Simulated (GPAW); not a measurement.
The system is TiAl3.

```xyz
4
Lattice="2.8397 0.0000 0.0000 0.0000 4.6813 0.0000 0.0000 0.0000 4.9007" Properties=species:S:1:pos:R:3 pbc="T T T"
Ti    0.0000    2.3406    0.8131
Al    0.0000    0.0000    4.0965
Al    1.4198    0.0000    1.6217
Al    1.4198    2.3406    3.2701
```

The cell comes from a database or a generator and needn't be the stable form of this composition.

* Program: GPAW 26.7.0
* Task: relaxation of cell and atoms
* Functional: PBEsol
* Dispersion: D4
* Potentials or basis: PAW data sets generated in the run's folder for this functional
* Cutoff: 600 eV
* Basis: pw
* k mesh: 7 × 4 × 4
* Occupations: fermi-dirac, width 0.05 eV
* Spin: no spin polarisation

At the start: pressure -4.2 GPa; volume 16.29 Å³/atom.

Q: How do energy, volume and symmetry change on relaxing?

A: Over 10 steps the energy falls by 10.3 meV/atom and the volume is 15.60 Å³/atom (-4.2 %); space group Pmm2 (No. 25, to 0.05 Å).

The path:
```csv
step,energy change (eV),largest force (eV/Å),pressure (GPa),volume (Å³)
1,0.0000,0.0712,-4.17,65.15
2,-0.0078,0.0585,-3.75,64.85
3,-0.0380,0.0696,0.43,62.27
4,-0.0387,0.0532,0.17,62.41
5,-0.0397,0.0223,-0.08,62.54
6,-0.0406,0.0378,-0.16,62.57
7,-0.0408,0.0500,-0.03,62.49
8,-0.0409,0.0455,0.09,62.42
9,-0.0410,0.0321,0.16,62.38
10,-0.0412,0.0152,0.14,62.40
```

Final structure:
```
Ti Al
1.0
     2.83190    0.00000    0.00000
     0.00000    4.55546    0.00000
     0.00000    0.00000    4.83696
Ti Al
1 3
Direct
  0.00000 0.50000 0.16586
  0.00000 0.00000 0.83585
  0.50000 0.00000 0.32953
  0.50000 0.50000 0.66876
```

Caveat: later steps reuse the first step's grids; pairwise dispersion overbinds metals, which lowers pressure and volume.
